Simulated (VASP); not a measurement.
Cu3N: relaxation of cell and atoms with r2SCAN

Cu3N:

```
CELL_PARAMETERS angstrom
3.82000 0.00000 0.00000
0.00000 3.82000 0.00000
0.00000 0.00000 3.82000
ATOMIC_POSITIONS crystal
Cu 0.50000 0.00000 0.00000
Cu 0.00000 0.50000 0.00000
Cu 0.00000 0.00000 0.50000
N 0.00000 0.00000 0.00000
```

The cell was built by a generator and needn't be a form met in nature.

```
Program                : VASP 6.6.1
Task                   : relaxation of cell and atoms
Functional             : r2SCAN
Potentials or basis    : VASP PAW PBE potentials, release 64 (Cu, N)
Cutoff                 : 600 eV
k mesh                 : 8 × 8 × 8
Occupations            : gaussian, width 0.02 eV
Spin                   : no spin polarisation
Further INCAR settings : ALGO = Normal; EDIFF = 1e-06; IBRION = 2; EDIFFG = -0.02; NSW = 60; ISIF = 3
```

```
Relaxed volume                         : 13.66 Å³/atom
Relaxed cell                           : a = 3.795 Å, b = 3.795 Å, c = 3.795 Å, α = 90.00°, β = 90.00°, γ = 90.00°
Space group after relaxing (to 0.05 Å) : Pm-3m (No. 221)
Energy gained by relaxing              : 2.0 meV/atom
Ionic steps                            : 3
Pressure after relaxing                : 0.1 GPa
Band gap on the k mesh                 : 0.27 eV, indirect (least direct gap 0.85 eV)
```

Step by step:
```
step  energy change (eV)  largest force (eV/Å)  pressure (GPa)  volume (Å³)
   1              0.0000                0.0000           -2.28        55.74
   2             -0.0062                0.0000            1.19        54.16
   3             -0.0081                0.0000            0.06        54.65
```

Final structure:
```cif
data_structure
_symmetry_space_group_name_H-M 'P 1'
_symmetry_Int_Tables_number 1
_cell_length_a 3.7950
_cell_length_b 3.7950
_cell_length_c 3.7950
_cell_angle_alpha 90.000
_cell_angle_beta 90.000
_cell_angle_gamma 90.000
_cell_volume 54.65
loop_
_atom_site_label
_atom_site_type_symbol
_atom_site_fract_x
_atom_site_fract_y
_atom_site_fract_z
_atom_site_occupancy
Cu1 Cu 0.50000 0.00000 0.00000 1
Cu2 Cu 0.00000 0.50000 0.00000 1
Cu3 Cu 0.00000 0.00000 0.50000 1
N1 N 0.00000 0.00000 0.00000 1
```

Levels at points of the mesh, in eV from the valence-band top:
```
           k point  band 16  band 17  band 18  band 19  band 20  band 21  band 22  band 23
(0.00, 0.00, 0.00)    -1.97    -1.97    -1.97    -1.90     1.19     5.71     5.71     7.03
(0.50, 0.00, 0.00)    -2.30    -1.97    -1.51    -1.51     1.84     3.56     7.35     7.58
(0.50, 0.50, 0.00)    -2.28    -1.13    -1.13    -0.74     0.27     4.00     5.18     5.18
(0.50, 0.50, 0.50)    -2.00     0.00     0.00     0.00     0.96     0.96     0.96     6.33
```

Wall time 2.5 min on 1 thread of Intel(R) Xeon(R) 6975P-C (Granite Rapids), with other jobs on the host, peak memory 0.21 GiB.

Caveat: the PAW data sets were made with another functional, which shifts forces and pressure a little. A k mesh can miss the band edges.
